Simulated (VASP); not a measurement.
Crystal: Al2GaN3.

```
Al Ga N
1.0
     3.20685    0.00000    0.00000
    -1.60342    2.77721    0.00000
     0.00000    0.00000   15.52196
Al Ga N
4 2 6
Direct
  0.66667 0.33333 0.16667
  0.66667 0.33333 0.83333
  0.33333 0.66667 0.66667
  0.33333 0.66667 0.33333
  0.33333 0.66667 0.00000
  0.66667 0.33333 0.50000
  0.33333 0.66667 0.12700
  0.33333 0.66667 0.79370
  0.66667 0.33333 0.96030
  0.66667 0.33333 0.62700
  0.66667 0.33333 0.29370
  0.33333 0.66667 0.46030
```

The cell was built by a generator and needn't be a form met in nature.

| Item | Value |
| --- | --- |
| Program | VASP 6.6.1 |
| Task | relaxation of cell and atoms |
| Functional | PBE |
| Potentials or basis | VASP PAW PBE potentials, release 64 (Al, Ga_d, N) |
| Cutoff | 520 eV |
| k mesh | 5 × 5 × 1 |
| Occupations | gaussian, width 0.15 eV |
| Spin | no spin polarisation |

At the start: pressure -7.6 GPa; volume 11.52 Å³/atom.

Where does the relaxation end?

Over 7 steps the energy falls by 22.1 meV/atom and the volume is 10.99 Å³/atom (-4.6 %); space group P6_3mc (No. 186, to 0.05 Å).

The path:
| step | energy change (eV) | largest force (eV/Å) | pressure (GPa) | volume (Å³) |
| --- | --- | --- | --- | --- |
| 1 | 0.0000 | 1.0392 | -7.59 | 138.24 |
| 2 | -0.1464 | 0.5755 | 6.89 | 127.61 |
| 3 | -0.2260 | 0.4043 | 1.06 | 131.44 |
| 4 | -0.2619 | 0.1442 | 0.03 | 131.96 |
| 5 | -0.2642 | 0.1032 | -0.32 | 132.12 |
| 6 | -0.2645 | 0.1021 | 0.52 | 131.75 |
| 7 | -0.2653 | 0.0346 | 0.04 | 131.92 |

Final structure:
```xyz
12
Lattice="3.1558 0.0000 0.0000 -1.5779 2.7330 0.0000 0.0000 0.0000 15.2961" Properties=species:S:1:pos:R:3 pbc="T T T"
Al    1.5779    0.9110    2.5749
Al    1.5779    0.9110   12.7232
Al    0.0000    1.8220   10.2229
Al    0.0000    1.8220    5.0752
Ga    0.0000    1.8220    0.0113
Ga    1.5779    0.9110    7.6594
N     0.0000    1.8220    1.9950
N     0.0000    1.8220   12.1329
N     1.5779    0.9110   14.6308
N     1.5779    0.9110    9.6430
N     1.5779    0.9110    4.4848
N     0.0000    1.8220    6.9827
```

Caveat: the k mesh is coarse (spacing up to 0.45 Å⁻¹), so the values aren't converged.
